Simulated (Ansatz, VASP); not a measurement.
# Be: VASP beside Ansatz

```
Be
1.0
     2.29950    0.00000    0.00000
    -1.14975    1.99143    0.00000
     0.00000    0.00000    3.60090
Be
2
Cartesian
  0.0000 1.3276 0.9002
  1.1498 0.6638 2.7007
```

Alike in both runs: task single point; functional PBEsol; k mesh 24 × 24 × 14; occupations gaussian, width 0.15 eV; no spin polarisation.

|  | VASP | Ansatz |
| --- | --- | --- |
| version | VASP 6.6.1 | Ansatz 0.2.0 |
| potentials or method | VASP PAW PBE potentials, release 64 (Be) | scalar-relativistic, plane waves, PAW |
| plane-wave cutoff (eV) | 520 | 420 |
| valence electrons in the cell | 4 | 4 |

```tsv
	VASP	Ansatz	Ansatz less VASP
gap on the k mesh at the Fermi level (eV)	none	none	-
pressure (GPa)	-5.4	-5.7	-0.33
largest component of the traceless stress (GPa)	0.74	0.69	-0.049
```

A gap of «none» marks a metal or a gap that the smearing closes.

Caveats: the PAW data sets were made with another functional, which shifts forces and pressure a little (VASP).
